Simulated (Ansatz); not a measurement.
V:

```
V
1.0
     2.60429    0.00000    0.00000
    -1.30215    2.25538    0.00000
     0.00000    0.00000    4.72334
V
2
Direct
  0.33333 0.66667 0.25000
  0.66667 0.33333 0.75000
```

This isn't the form of V at room conditions, which is bcc.

Base run:

| Property | Result |
| --- | --- |
| Program | Ansatz 0.2.0 |
| Functional | RPBE |
| Potentials or basis | all-electron LAPW, scalar-relativistic |
| Cutoff | 262 eV (chosen from the basis error) |
| Basis error allowed | 0.001 eV/atom |
| k mesh | 12 × 12 × 6 |
| Occupations | gaussian, width 0.1 eV |
| Spin | collinear spin, ferromagnetic start |
| Starting moments | [2.0, 2.0] μB |

Its results: band gap on the k mesh none (metal or under the smearing width); pressure 3.5 GPa; net moment 0.00 μB per cell.

**Question.** The run is repeated on the same cell with these changes: functional from RPBE to PBE; occupations from gaussian, width 0.1 eV to gaussian, width 0.05 eV. What comes out?

**Answer.** Band gap on the k mesh none (metal or under the smearing width); pressure -0.8 GPa; net moment 0.00 μB per cell.

Caveats: the starting moments weren't kept.
